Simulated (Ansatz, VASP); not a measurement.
# Mg in VASP and in Ansatz

```
Mg
1.0
    -1.82818    1.82818    1.82818
     1.82818   -1.82818    1.82818
     1.82818    1.82818   -1.82818
Mg
1
Direct
  0.00000 0.00000 0.00000
```

Alike in both runs: task single point; functional BLYP; k mesh 14 × 14 × 14; occupations fermi-dirac, width 0.1 eV; no spin polarisation.

|  | VASP | Ansatz |
| --- | --- | --- |
| version | VASP 6.6.1 | Ansatz 0.2.0 |
| potentials or method | VASP PAW PBE potentials, release 64 (Mg) | plane waves (420 eV) with PAW, scalar-relativistic |
| plane-wave cutoff (eV) | 520 | 420 |
| valence electrons in the cell | 2 | 10 |

```csv
,VASP,Ansatz,Ansatz less VASP
pressure (GPa),-1.1,-1.1,+0.05
```

With one functional, cell and mesh, what is left measures potentials, basis and numerics. The two sets of potentials don't hold the same shells in valence.

Caveats: the PAW data sets were made with another functional, which shifts forces and pressure a little (VASP).
